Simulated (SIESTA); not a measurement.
A run of SIESTA 5.4.2 is set up as follows.

ZnO.fdf

```
SystemName                      zincite
SystemLabel                     ZnO
NumberOfSpecies                 2
NumberOfAtoms                   4
%block ChemicalSpeciesLabel
  1  30 Zn
  2   8 O
%endblock ChemicalSpeciesLabel

UseStructFile                   true

%block kgrid.MonkhorstPack
    9   0   0  0.0
    0   9   0  0.0
    0   0   5  0.0
%endblock kgrid.MonkhorstPack
XC.Functional                   GGA
XC.Authors                      PBE
PAO.BasisSize                   DZP
PAO.EnergyShift                 0.003 Ry
Mesh.Cutoff                     800 Ry
OccupationFunction              FD
ElectronicTemperature           0.05 eV
MaxSCFIterations                120
SCF.MustConverge                false
SCF.Mixer.Method                Pulay
SCF.Mixer.Weight                0.25
SCF.Mixer.History               8
SCF.DM.Tolerance                5.0e-05
SCF.H.Tolerance                 1.0e-03 eV
WriteForces                     true
Charge.Mulliken                 end
BandLinesScale                  ReciprocalLatticeVectors
%block BandLines
    1    0.000000   0.000000   0.000000  \Gamma
   11    0.500000   0.000000   0.000000  M
    7    0.333333   0.333333   0.000000  K
   13    0.000000   0.000000   0.000000  \Gamma
    6    0.000000   0.000000   0.500000  A
   11    0.500000   0.000000   0.500000  L
    7    0.333333   0.333333   0.500000  H
   13    0.000000   0.000000   0.500000  A
    1    0.500000   0.000000   0.500000  L
    6    0.500000   0.000000   0.000000  M
    1    0.333333   0.333333   0.000000  K
    6    0.333333   0.333333   0.500000  H
%endblock BandLines
%block PAO.Basis
  Zn 5
  n=3 0 2
    2.271 0.000
  n=4 0 2
    6.330 0.000
  n=3 1 2
    2.532 0.000
  n=4 1 1
    6.330
  n=3 2 2
    4.164 0.000
%endblock PAO.Basis
```

Contents of ZnO.STRUCT_IN:

```
   3.2493080000     0.0000000000     0.0000000000
  -1.6246540000     2.8139832727     0.0000000000
   0.0000000000     0.0000000000     5.2057090000
4
1  30    0.6666666667     0.3333333333     0.0000000000
1  30    0.3333333333     0.6666666667     0.5000000000
2   8    0.3333333333     0.6666666667     0.8790100000
2   8    0.6666666667     0.3333333333     0.3790100000
```

Potentials or basis: PseudoDojo 0.4 standard (PBE files), DZP (energy shift 0.003 Ry; two zetas on semicore shells).

Command:

```console
$ siesta < ZnO.fdf > ZnO.out 2>&1
```

Predict the band gap along the path.

1.02 eV, direct.

What does it give for the band gap on the k mesh?

1.01 eV, direct.

What does it give for the largest force?

0.095 eV/Å.

Levels at the corners of the path, in eV from the valence-band top:
```tsv
point	band 23	band 24	band 25	band 26	band 27	band 28	band 29	band 30
Γ	-0.80	-0.05	0.00	0.00	1.02	5.59	8.47	14.07
M	-2.85	-2.26	-1.30	-0.82	6.12	7.11	7.99	9.15
K	-3.60	-1.93	-1.93	-1.71	8.16	8.16	8.30	8.41
Γ	-0.80	-0.05	0.00	0.00	1.02	5.59	8.47	14.07
A	-0.39	-0.39	-0.39	-0.39	3.72	3.72	10.68	10.68
L	-1.50	-1.50	-1.35	-1.35	5.96	5.96	8.86	8.86
H	-2.71	-2.71	-1.22	-1.22	8.26	8.26	8.39	8.39
A	-0.39	-0.39	-0.39	-0.39	3.72	3.72	10.68	10.68
L	-1.50	-1.50	-1.35	-1.35	5.96	5.96	8.86	8.86
M	-2.85	-2.26	-1.30	-0.82	6.12	7.11	7.99	9.15
K	-3.60	-1.93	-1.93	-1.71	8.16	8.16	8.30	8.41
H	-2.71	-2.71	-1.22	-1.22	8.26	8.26	8.39	8.39
```

Caveat: the valence orbitals were made in a potential fitted to the semicore shell under them, which widens gaps by tenths of an eV or more; the basis of atomic orbitals isn't converged, which shifts pressures, moduli and gaps.

**The experiment to reproduce.**

From “Electronic structure of alkaline earth and post-transition metal oxides”, 2009, arxiv:0908.1581, for a bulk crystal of ZnO: band gap 3.37 eV.

A measured gap of ZnO is 3.37 eV (quoted in “Electronic structure of alkaline earth and post-transition metal oxides”, 2009, arxiv:0908.1581); the calculated 1.02 eV misses it by -2.35 eV. So large a miss can be the level of theory's own, or it may mean another phase, state or a wrong row. The value is that of PBE in an atomic basis (PseudoDojo 0.4 standard (PBE files), DZP (energy shift 0.003 Ry; two zetas on semicore shells)), whose error adds to the functional's,, without temperature or zero-point motion. Semilocal functionals fall short of measured gaps as a rule.
